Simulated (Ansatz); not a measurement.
**Tl, diamond: how the functional moves the structure**

All rows: Ansatz, plane waves with scalar-relativistic PAW, 420 eV (500 eV for the SCAN forms), relaxed under each functional, no dispersion correction, no zero-point motion. B₀ comes from uniform scaling at fixed shape; a dash is a value not given.

```tsv
functional	V (Å³/atom)	cell	B₀ (GPa)	magnetic state	ΔE to hcp (meV/atom)
r²SCAN	42.04	a = 6.954 Å	18	spin not included	394
PBEsol	40.73	a = 6.882 Å	19	spin not included	445
LDA	38.41	a = 6.748 Å	24	spin not included	448
revPBE	48.16	a = 7.277 Å	11	spin not included	337
RPBE	49.27	a = 7.332 Å	10	spin not included	322
BLYP	50.76	a = 7.405 Å	10	spin not included	220
```

**Question.** What does PBE give?

**Answer.** V (Å³/atom): 45.35; cell: a = 7.132 Å; B₀ (GPa): 14; magnetic state: spin not included; ΔE to hcp (meV/atom): 375.
